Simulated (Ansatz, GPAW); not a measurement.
# Ag: 3 runs at one level of theory

```xyz
1
Lattice="0.0000 2.0427 2.0427 2.0427 0.0000 2.0427 2.0427 2.0427 0.0000" Properties=species:S:1:pos:R:3 pbc="T T T"
Ag    0.0000    0.0000    0.0000
```

Alike in all runs: task single point; functional PBE; k mesh 11 × 11 × 11; occupations gaussian, width 0.02 eV; no spin polarisation; no spin-orbit coupling. Pressure is positive in compression and, in plane waves, holds the error of the finite cutoff, which Ansatz's Pulay term estimates and takes out.

| program and potentials | plane-wave cutoff (eV) | notes | pressure (GPa) |
| --- | --- | --- | --- |
| Ansatz, Ansatz PAW | 420 | 19 valence electrons an atom on average; Pulay term of +0.07 GPa included | 4.27 |
| Ansatz, all-electron LAPW, scalar-relativistic | - | - | 4.25 |
| GPAW, GPAW PAW data sets (gpaw-data 1.2.1) | 600 | 17 valence electrons an atom on average | 4.20 |

The pressure spans 4.20 (GPAW, GPAW PAW data sets (gpaw-data 1.2.1)) to 4.27 GPa (Ansatz, Ansatz PAW), with all-electron results at 4.25.

The functional is the same throughout but for its coding, so the spread measures potentials, basis and numerics; runs on potential files found faulty are left out.
